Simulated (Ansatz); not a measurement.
# KCl: a line through a two-coordinate scan, part 2 of 2

Aim: follow the energy of KCl (Fm-3m, No. 225; 4 atoms in the cell) along one coordinate, amplitude of mode 4 (101 cm⁻¹), with the other held at amplitude of mode 9 (139 cm⁻¹) = −0.022 Å.

Ansatz 0.2.0; DFT PBEsol, scalar-relativistic, plane waves, PAW. The steps go on from the part before.

## 7. Grid point (−0.182 Å, −0.022 Å)

Contents of input.yaml:

```yaml
crystal:
  lattice:
    - [0.0, -3.1207041401, -3.1207041401]
    - [-3.1207041401, 0.0, -3.1207041401]
    - [3.1207041401, 3.1207041401, -6.2414082803]
  atoms:
    - { symbol: K, position: [0.4697608654, 0.5436473814, 0.4983729766] }
    - { symbol: K, position: [0.0400012749, 0.9530985718, -0.0016270234] }
    - { symbol: Cl, position: [0.7446165996, 0.7517944668, 0.7517944668] }
    - { symbol: Cl, position: [0.2446165996, 0.2517944668, 0.2517944668] }
basis:
  ecutwfc: 420
kpoints:
  mp_grid: { grid: [6, 6, 6] }
hamiltonian:
  xc: pbesol
scf:
  occupations: { method: gaussian, width: 0.05 }
output:
  forces: true
  stress: true
  eigenvalues: true
```

Started as:

```bash
> ansatz run input.yaml --threads 1 --pin off --max-ram 2048MiB --backend cpu --events-out ev --progress --plain --runs-dir out
```

What it wrote, cut to the lines that bear on the results:

```text
[...]
SCF converged after 7 iterations
Free energy (F): -5161.431254 eV
[...]
E sigma→0 (E₀):  -5161.431254 eV
Fermi energy:    3.501479 eV
[...]
--- Forces (eV/Å), atoms counted from 1 ---
  atom   1  K      0.21585712    -0.10090370     0.04441135
  atom   2  K     -0.20937888     0.22404216    -0.04305141
  atom   3  Cl    -0.00324004    -0.09694483    -0.00324813
  atom   4  Cl    -0.00323913    -0.02618950     0.00188641
[...]
--- Stress (GPa, compression-positive) ---
        0.500060       0.112824      -0.044870
        0.112824       0.346407       0.001246
       -0.044870       0.001246       0.017251
  P = ⅓ Tr σ = 0.2879 GPa (2.879 kbar)
--- Band table (eV; the first three rows and the last of 112) ---
  k-point 0: bands = ["-26.0228", "-26.0079", "-11.3798", "-11.1811", "-9.5636", "-9.5609", "-9.5575", "-9.5515", "-9.5485", "-9.2888", "-0.1724", "0.5976", "0.6045", "0.9384", "0.9435", "0.9484", "6.0546", "8.3623", "9.1847", "9.2464"]
[...]
```

It took 11 s on 1 thread of Intel Xeon 6975P-C (Granite Rapids), shared host; peak memory 0.61 GiB.

On the map this point reads 51 meV.

## 8. Point (−0.091 Å, −0.022 Å)

Changes to input.yaml since step 7:

```diff
@@ -6,4 +6,4 @@
   atoms:
-    - { symbol: K, position: [0.4697608654, 0.5436473814, 0.4983729766] }
-    - { symbol: K, position: [0.0400012749, 0.9530985718, -0.0016270234] }
+    - { symbol: K, position: [0.4873209678, 0.521010179, 0.4983729766] }
+    - { symbol: K, position: [0.0224411725, 0.9757357742, -0.0016270234] }
     - { symbol: Cl, position: [0.7446165996, 0.7517944668, 0.7517944668] }
```

Started as:

```bash
> ansatz run input.yaml --threads 1 --pin off --max-ram 2048MiB --backend cpu --events-out ev --progress --plain --runs-dir out
```

What it wrote, cut to the lines that bear on the results:

```text
[...]
SCF converged after 7 iterations
Free energy (F): -5161.467863 eV
[...]
E sigma→0 (E₀):  -5161.467863 eV
Fermi energy:    3.504042 eV
[...]
--- Forces (eV/Å), atoms counted from 1 ---
  atom   1  K      0.10406310    -0.02332352     0.02284790
  atom   2  K     -0.10248505     0.13882050    -0.02250660
  atom   3  Cl    -0.00084007    -0.07526166    -0.00142825
  atom   4  Cl    -0.00073999    -0.04023167     0.00108614
[...]
--- Stress (GPa, compression-positive) ---
        0.137188       0.027390      -0.011185
        0.027390       0.137495       0.000235
       -0.011185       0.000235       0.017373
  P = ⅓ Tr σ = 0.0974 GPa (0.974 kbar)
--- Band table (eV; the first three rows and the last of 112) ---
  k-point 0: bands = ["-26.0271", "-26.0139", "-11.3653", "-11.1713", "-9.5672", "-9.5652", "-9.5585", "-9.5573", "-9.5558", "-9.3017", "-0.1750", "0.5978", "0.5995", "0.9483", "0.9498", "0.9509", "6.0571", "8.4139", "9.2256", "9.2411"]
[...]
```

Wall time 11 s (1 thread of Intel Xeon 6975P-C (Granite Rapids), shared host); peak memory 0.61 GiB.

That is 14 meV from the zero.

## 9. The run at (0.000 Å, −0.022 Å)

Changes to input.yaml since step 8:

```diff
@@ -6,4 +6,4 @@
   atoms:
-    - { symbol: K, position: [0.4873209678, 0.521010179, 0.4983729766] }
-    - { symbol: K, position: [0.0224411725, 0.9757357742, -0.0016270234] }
+    - { symbol: K, position: [0.5048810702, 0.4983729766, 0.4983729766] }
+    - { symbol: K, position: [0.0048810702, 0.9983729766, -0.0016270234] }
     - { symbol: Cl, position: [0.7446165996, 0.7517944668, 0.7517944668] }
@@ -22 +22,5 @@
   eigenvalues: true
+  write_density: true
+  write_potential: true
+  elf: true
+  volumetric_format: npy
```

Started as:

```bash
> ansatz run input.yaml --threads 1 --pin off --max-ram 2048MiB --backend cpu --events-out ev --progress --plain --runs-dir out
```

What it wrote, cut to the lines that bear on the results:

```text
Warning: RAYON_NUM_THREADS=1 ignored (pool sized by the plan → 1); use --threads N
[...]
[... 4 set-up lines as earlier in the session ...]
[...]
Crystal: 4 atoms, lattice volume = 121.568 Å³
Basis set: ecut = 420 eV, 2437 PW (Γ), exchange–correlation on 60×60×108 points (8 copies of the dense FFT grid, shifted against one another)
Bands: 20, of which v1, the nominal top of the filled ones, is band 16 counted from 1 (15 counted from 0)
Symmetry: 4 space group operations
Space group: I4mm (ITA 107), of the structure as read, at distance tolerance 5.0e-5 Å
k-points: 68 of 216 (time reversal used)
[...]
SCF iter   1: F=—  HF=-5161.487402 eV  |F-HF|=—  |Δ(HF+E_count)|=         —  Δρ=3.25e-3  dr2=1.72e-2  ethr=1.77e-3  ⟨swp⟩=7.5  Hψ=7345  notcnv=0
[...]
SCF iter   7: F=-5161.479926 eV  HF=-5161.479926 eV  |F-HF|=2.42e-10  |Δ(HF+E_count)|=   1.33e-8  Δρ=1.60e-6  dr2=3.58e-9  ethr=3.13e-10  ⟨swp⟩=9.5  Hψ=9059  notcnv=0
[...]
SCF converged after 7 iterations
Free energy (F): -5161.479926 eV
[...]
E sigma→0 (E₀):  -5161.479926 eV
Fermi energy:    3.505126 eV
[...]
--- Forces (eV/Å), atoms counted from 1 ---
  atom   1  K     -0.00000032     0.05646583     0.00000032
  atom   2  K     -0.00000032     0.05646583     0.00000032
  atom   3  Cl    -0.00000002    -0.05646393     0.00000002
  atom   4  Cl    -0.00000002    -0.05646393     0.00000002
[...]
--- Stress (GPa, compression-positive) ---
        0.017341      -0.000008       0.000008
       -0.000008       0.067616       0.000008
        0.000008       0.000008       0.017341
  P = ⅓ Tr σ = 0.0341 GPa (0.341 kbar)
--- Band table (eV; the first three rows and the last of 68) ---
  k-point 0: bands = ["-26.0286", "-26.0159", "-11.3605", "-11.1681", "-9.5687", "-9.5684", "-9.5582", "-9.5582", "-9.5580", "-9.3058", "-0.1758", "0.5978", "0.5981", "0.9517", "0.9517", "0.9518", "6.0579", "8.4326", "9.2388", "9.2395"]
[...]
```

It took 9 s on 1 thread of Intel Xeon 6975P-C (Granite Rapids), shared host; peak memory 0.54 GiB.

Density in a lattice plane of the grid's cell (edges 4.41 and 7.64 Å, at 0.252 of the third edge), which holds Cl.

Ten even steps from ' ' (0.01 e/Å³) to '@' (1.72 e/Å³):
```
..                    ..::::
..                      ....
                            
                            
                            
                            
                            
              ......        
              ..--::..      
              ..::--::      
                ......      
  ..::::..                  
::==**##++--..              
::##@@##@@##--..            
::**@@..--@@++::            
..--%%@@%%@@**::            
  ..--++##**--..            
      ..::....              
                      ......
..                    ..::::
```
Columns run along the first of these edges and rows up along the second, over one cell in 14 and 20 even steps from the bottom left corner. Atoms in the plane (fractional): Cl at (0.24, 0.25).

ELF in the same plane.

Ten even steps from ' ' (0.01) to '@' (0.87):
```
**--                ::**####
--::                  ..--==
                            
                            
                            
                            
                            
            ::==++==::      
            --**%%%%**--    
  ..::..    ::**%%%%##==    
::******--    ::++##**--    
##%%@@@@%%**..  ..::::    ::
@@@@@@@@@@@@##--        ..++
@@@@%%##%%@@@@##--      ::##
@@@@%%--==%%@@@@**::    ::##
%%@@@@%%##@@@@@@##::      ==
--##@@@@@@@@@@%%++..        
  ::**%%@@@@%%**..    ....  
::    --****++::    ::++**++
**::      ....      --##%%%%
```
Columns run along the first of these edges and rows up along the second, over one cell in 14 and 20 even steps from the bottom left corner. Atoms in the plane (fractional): Cl at (0.24, 0.25).

Both are smooth fields of the valence electrons: close to the nuclei they are not physical.

Maxima of ELF outside the ion cores: 0.87 in the shell around Cl, 0.8 Å from Cl.

On the map this point reads 2.4 meV.

## 10. Results

This closing draws on all 2 parts.

| amplitude of mode 4 (101 cm⁻¹), largest displacement (Å) | step | energy (meV) | slope (meV per Å) | pressure (GPa) | largest force on an atom (eV/Å) |
| --- | --- | --- | --- | --- | --- |
| −0.454 | 3 | 325 | −1512 | 1.65 | 0.79 |
| −0.363 | 5 | 204 | −1157 | 1.06 | 0.61 |
| −0.272 | 6 | 113 | −836 | 0.61 | 0.46 |
| −0.182 | 7 | 51 | −542 | 0.29 | 0.31 |
| −0.091 | 8 | 14 | −266 | 0.10 | 0.17 |
| 0.000 | 9 | 2.4 | 0 | 0.03 | 0.06 |
| 0.091 | – | 14 | 266 | 0.10 | 0.17 |
| 0.182 | – | 51 | 542 | 0.29 | 0.31 |
| 0.272 | – | 113 | 836 | 0.61 | 0.46 |
| 0.363 | – | 204 | 1157 | 1.06 | 0.61 |
| 0.454 | – | 325 | 1512 | 1.65 | 0.79 |

Energies count from the relaxed high-symmetry cell. Rows without a step come from runs not printed here or follow by symmetry. Slopes come from the forces (and the stress, where the cell changes), not from differences of energies.

| run | outcome |
| --- | --- |
| step 4, run with xc_grid 2, ecutrho_ratio 6 (against step 3) | 0.0 meV/atom |

**Reading.** The lowest point of the line is at 0.000 Å, 2.4 meV from the zero. A fit to energies and slopes at the lowest point and its two neighbours puts the minimum at 0.0000 Å, with a curvature of about 2900 meV per Å². The highest point computed, at −0.454 Å, lies 322 meV above the lowest. This is one cut through a surface in two coordinates; the map's lowest point lies off it.
